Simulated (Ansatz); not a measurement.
**TePt in Ansatz: the effect of functional**

The system is TePt.

```xyz
4
Lattice="1.9411 1.1207 6.5251 -1.9411 1.1207 6.5251 0.0000 -2.2414 6.5251" Properties=species:S:1:pos:R:3 pbc="T T T"
Pt    0.0000    0.0000    2.5382
Pt    0.0000    0.0000   17.0369
Te    0.0000    0.0000    7.8692
Te    0.0000    0.0000   11.7060
```

The cell isn't the ideal one: volume scaled by 0.94.

Alike in all runs:

| Property | Result |
| --- | --- |
| Program | Ansatz 0.2.0 |
| Task | single point |
| Potentials or basis | Ansatz PAW |
| k mesh | 8 × 8 × 8 |
| Occupations | fermi-dirac, width 0.05 eV |
| Spin | no spin polarisation |

| functional | cutoff | pressure (GPa) | largest force (eV/Å) |
| --- | --- | --- | --- |
| LDA | 420 eV (not typed: the program's choice for these potentials) | ? | ? |
| PBEsol | 420 eV (not typed: the program's choice for these potentials) | 9.1 | 0.94 |
| r2SCAN | 500 eV (not typed: the program's choice for these potentials) | 12.6 | 0.98 |

Q: What does the run with functional LDA give?

A: Pressure 6.3 GPa; largest force 0.74 eV/Å.

Caveats: the PAW data sets come from PBE, with cores solved anew for the run's functional, which leaves a small shift of forces and pressure.
